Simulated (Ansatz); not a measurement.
PbS (Galena):

```
Pb S
1.0
     0.00000    2.96575    2.96575
     2.96575    0.00000    2.96575
     2.96575    2.96575    0.00000
Pb S
1 1
Direct
  0.00000 0.00000 0.00000
  0.50000 0.50000 0.50000
```

Base run:

| Property | Result |
| --- | --- |
| Program | Ansatz 0.2.0 |
| Functional | PBE |
| Potentials or basis | all-electron LAPW, scalar-relativistic |
| Cutoff | 178 eV |
| Density cutoff | 711 eV |
| Basis error allowed | 0.001 eV/atom |
| k mesh | 8 × 8 × 8 |
| Occupations | fermi-dirac, width 0.05 eV |
| Spin | no spin polarisation |

Its results: band gap on the k mesh 0.36 eV, direct; pressure 2.2 GPa.

Question: The run is repeated on the same cell with these changes: functional from PBE to revPBE. What comes out?

Answer: Band gap on the k mesh 0.43 eV, direct; pressure 3.7 GPa.

revPBE binds less tightly than PBE, so the same cell stands under more pressure.

Caveats: spin-orbit coupling is left out, which as a rule narrows the gap of such compounds by several tenths of an eV.

Not every run made on this cell is shown here.
